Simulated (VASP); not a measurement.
Data:

```yaml
crystal:
  lattice:
    - [0.00000, 3.11600, 3.11600]
    - [3.11600, 0.00000, 3.11600]
    - [3.11600, 3.11600, 0.00000]
  atoms:
    - { symbol: Al, position: [0.00000, 0.00000, 0.00000] }
    - { symbol: Sb, position: [0.25000, 0.25000, 0.25000] }
```

Calculation: PBE GGA, VASP's PBE PAW potentials (set 64) (plane waves; VASP). Run with 520 eV cut-off, 7×7×7 Γ-centred mesh, Gaussian smearing of 0.050 eV, potentials Al Sb.

Task: The job: AlSb (zinc blende), 2 atoms, PBE, static run, 520 eV, 7×7×7 Γ-centred mesh. Roughly how much core time does it take on a busy server core?

Result: About 10 core-seconds (one run on a shared machine, a rough figure). It had 20 irreducible k-points, 8 bands, up to 1647 plane waves and 14 electronic steps.

The compound is AlSb in the zinc blende structure. It was relaxed first.
